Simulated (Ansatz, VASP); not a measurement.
CdO (Monteponite) in VASP and in Ansatz

Contents of INCAR:

```
SYSTEM = CdO
PREC = Accurate ; ENCUT = 520
EDIFF = 1E-7 ; ISMEAR = -1
SIGMA = 0.05 ; LREAL = .False.
LASPH = .True. ; NELM = 100
ALGO = Normal ; ISIF = 2
LWAVE = .False. ; LCHARG = .True.
GGA = PS ; LELF = .True.
LVHAR = .True. ; NBANDS = 16
```

The input KPOINTS:

```
Automatic mesh
0
Gamma
  10 10 10
  0 0 0
```

File POSCAR:

```
CdO
1.0
    0.0000000000      2.3495000000      2.3495000000
    2.3495000000      0.0000000000      2.3495000000
    2.3495000000      2.3495000000      0.0000000000
Cd O
1 1
Direct
    0.0000000000      0.0000000000      0.0000000000
    0.5000000000      0.5000000000      0.5000000000
```

input.yaml

```yaml
crystal:
  lattice:
    - [0.0, 2.3495, 2.3495]
    - [2.3495, 0.0, 2.3495]
    - [2.3495, 2.3495, 0.0]
  atoms:
    - { symbol: Cd, position: [0.0, 0.0, 0.0] }
    - { symbol: O, position: [0.5, 0.5, 0.5] }
hamiltonian:
  xc: pbesol
  pseudopotentials: { kind: paw }
kpoints:
  mp_grid: { grid: [10, 10, 10] }
scf:
  occupations: { method: fermi_dirac, width: 0.05 }
output:
  forces: true
  stress: true
  eigenvalues: true
```

Alike in both runs: task single point; functional PBEsol; k mesh 10 × 10 × 10; occupations fermi-dirac, width 0.05 eV; no spin polarisation.

|  | VASP | Ansatz |
| --- | --- | --- |
| version | VASP 6.6.1 | Ansatz 0.2.0 |
| potentials or method | VASP PAW PBE potentials, release 64 (Cd, O) | Ansatz PAW |
| plane-wave cutoff (eV) | 520 | 420 |
| valence electrons in the cell | 18 | 26 |

Ansatz gave:

```
gap on the k mesh at the Fermi level (eV) : none
pressure (GPa)                            : -0.8
```

What did VASP give for the same quantities?

gap on the k mesh at the Fermi level (eV): none; pressure (GPa): 0.8.

A gap of «none» marks a metal or a gap that the smearing closes. The two sets of potentials don't hold the same shells in valence.

Caveats: this crystal is a semiconductor, whose small gap the functional closes, so the metal is an error of the method; the PAW data sets were made with another functional, which shifts forces and pressure a little (VASP); the pressure holds a Pulay correction of +0.5 GPa for the finite cutoff (Ansatz); the PAW data sets come from PBE, with cores solved anew for the run's functional, which leaves a small shift of forces and pressure (Ansatz).
